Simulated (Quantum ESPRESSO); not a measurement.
# Zr (P6_3/mmc) in Quantum ESPRESSO: notebook, part 2 of 2

Quantum ESPRESSO 7.5. Earlier steps stand in the parts before.

## Step 5: Single point, LDA, 22.82 Å³/atom

The input, pw.in:

```
&CONTROL
  calculation = 'scf'
  prefix = 'pwscf'
  outdir = './tmp'
  pseudo_dir = './pseudo'
  tprnfor = .true.
  tstress = .true.
  disk_io = 'nowf'
/
&SYSTEM
  ibrav = 0
  nat = 2
  ntyp = 1
  ecutwfc = 45
  ecutrho = 360
  nbnd = 19
  occupations = 'smearing'
  smearing = 'fd'
  degauss = 0.00367493
/
&ELECTRONS
  conv_thr = 4d-10
  electron_maxstep = 120
  mixing_beta = 0.5
/
ATOMIC_SPECIES
Zr    91.2240 zr_lda_v1.uspp.F.UPF
CELL_PARAMETERS angstrom
   3.2103080712    0.0000000000    0.0000000000
  -1.6051540356    2.7802083436    0.0000000000
   0.0000000000    0.0000000000    5.1124553350
ATOMIC_POSITIONS crystal
Zr     0.6666666667    0.3333333333    0.7500000000
Zr     0.3333333333    0.6666666667    0.2500000000
K_POINTS automatic
9 9 5 0 0 0
```

Run with:

```bash
> OMP_NUM_THREADS=1 mpirun -n 2 pw.x -nk 2 -in pw.in > pw.out
```

Run time: 7.2 s. Hardware: 2 MPI ranks of Arm Neoverse V2, shared host; peak memory 0.24 GiB.

Results (log left out):

| Quantity | Value |
| --- | --- |
| Free energy | -2701.9701 eV |
| Pressure | -4.3 GPa |
| Band gap on the k mesh | none (metal or under the smearing width) |

## Step 6: Single point, LDA, 23.28 Å³/atom

Changes to pw.in since step 5:

```diff
@@ -28,5 +28,5 @@
 CELL_PARAMETERS angstrom
-   3.2103080712    0.0000000000    0.0000000000
-  -1.6051540356    2.7802083436    0.0000000000
-   0.0000000000    0.0000000000    5.1124553350
+   3.2320000000    0.0000000000    0.0000000000
+  -1.6160000000    2.7989941050    0.0000000000
+   0.0000000000    0.0000000000    5.1470000000
 ATOMIC_POSITIONS crystal
```

Potentials or basis: GBRV 1.5 LDA.

Run with:

```bash
> OMP_NUM_THREADS=1 mpirun -n 2 pw.x -nk 2 -in pw.in > pw.out
```

Run time: 10 s. Hardware: 2 MPI ranks of Arm Neoverse V2, shared host; peak memory 0.24 GiB.

The run converged. Its results:

* Free energy: -2701.9399 eV
* Pressure: -6.1 GPa
* Band gap on the k mesh: none (metal or under the smearing width)

## Step 7: Single point, LDA, 23.75 Å³/atom

Changes to pw.in since step 6:

```diff
@@ -28,5 +28,5 @@
 CELL_PARAMETERS angstrom
-   3.2320000000    0.0000000000    0.0000000000
-  -1.6160000000    2.7989941050    0.0000000000
-   0.0000000000    0.0000000000    5.1470000000
+   3.2534045973    0.0000000000    0.0000000000
+  -1.6267022986    2.8175310300    0.0000000000
+   0.0000000000    0.0000000000    5.1810870861
 ATOMIC_POSITIONS crystal
```

Run with:

```bash
> OMP_NUM_THREADS=1 mpirun -n 2 pw.x -nk 2 -in pw.in > pw.out
```

Wall time 10 s (2 MPI ranks of Arm Neoverse V2, shared host); peak memory 0.24 GiB.

It converged, with:

| Quantity | Value |
| --- | --- |
| Free energy | -2701.9000 eV |
| Pressure | -7.7 GPa |
| Band gap on the k mesh | none (metal or under the smearing width) |

## Step 8: Single point, LDA, 24.21 Å³/atom

Changes to pw.in since step 7:

```diff
@@ -28,5 +28,5 @@
 CELL_PARAMETERS angstrom
-   3.2534045973    0.0000000000    0.0000000000
-  -1.6267022986    2.8175310300    0.0000000000
-   0.0000000000    0.0000000000    5.1810870861
+   3.2745311931    0.0000000000    0.0000000000
+  -1.6372655966    2.8358271987    0.0000000000
+   0.0000000000    0.0000000000    5.2147314515
 ATOMIC_POSITIONS crystal
```

Run with:

```bash
> OMP_NUM_THREADS=1 mpirun -n 2 pw.x -nk 2 -in pw.in > pw.out
```

Run time: 10 s. Hardware: 2 MPI ranks of Arm Neoverse V2, shared host; peak memory 0.24 GiB.

The run converged. Its results:

```yaml
Free_energy: -2701.8511 eV
Pressure: -9.2 GPa
Band_gap_on_the_k_mesh: none (metal or under the smearing width)
```

## Step 9: Single point, LDA, 24.68 Å³/atom

Changes to pw.in since step 8:

```diff
@@ -28,5 +28,5 @@
 CELL_PARAMETERS angstrom
-   3.2745311931    0.0000000000    0.0000000000
-  -1.6372655966    2.8358271987    0.0000000000
-   0.0000000000    0.0000000000    5.2147314515
+   3.2953886421    0.0000000000    0.0000000000
+  -1.6476943210    2.8538902793    0.0000000000
+   0.0000000000    0.0000000000    5.2479471970
 ATOMIC_POSITIONS crystal
```

Potentials or basis: GBRV 1.5 LDA.

Run with:

```bash
> OMP_NUM_THREADS=1 mpirun -n 2 pw.x -nk 2 -in pw.in > pw.out
```

Wall time 10 s (2 MPI ranks of Arm Neoverse V2, shared host); peak memory 0.24 GiB.

The run converged. Its results:

```
Free energy            : -2701.7940 eV
Pressure               : -10.5 GPa
Band gap on the k mesh : none (metal or under the smearing width)
```

## Step 10: Equation of state, LDA

No new run: the results of the series are fitted here.

What came out:

```
Equilibrium volume                        : 21.84 Å³/atom (rough: see the caveat)
Bulk modulus at fixed shape and positions : 105 GPa (rough)
```

Energy against volume, from the lowest point:
```
volume (Å³/atom)  energy (meV/atom)
          21.884               0.00
          22.350               3.79
          22.815              13.48
          23.281              28.55
          23.746              48.53
          24.212              72.94
          24.678             101.50
```

Caveat: the minimum lies outside the volumes run; the cell was scaled at fixed shape and fractional positions, which overstates the stiffness of a crystal with free parameters, most of all of layers and chains.

## Step 11: For comparison

An earlier run on the cell as given: functional PBEsol; potentials or basis GBRV 1.5 PBEsol; cutoff 612 eV; density cutoff 4898 eV; k mesh 9 × 9 × 5; occupations fermi-dirac, width 0.05 eV; no spin polarisation.

* Pressure: -3.3 GPa
* Band gap on the k mesh: none (metal or under the smearing width)

## Step 12: The runs side by side

| task | level | potentials or basis | form of the LDA correlation | gap on the mesh (eV) | pressure (GPa) |
| --- | --- | --- | --- | --- | --- |
| band structure | PBEsol | GBRV 1.5 PBEsol | - | none | -3.3 |
| equation of state | LDA | GBRV 1.5 LDA | PZ81 | - | - |
| single point | PBEsol | GBRV 1.5 PBEsol | - | none | -3.3 |

Alike in all rows: no spin polarisation; cell as given; k mesh 9 × 9 × 5; cutoff (eV) 612; smearing fermi-dirac 0.05 eV.

Caveats: the minimum lies outside the volumes run (some runs); the cell was scaled at fixed shape and fractional positions, which overstates the stiffness of a crystal with free parameters, most of all of layers and chains (some runs).

Absolute energies hang on the potentials; compare differences alone.
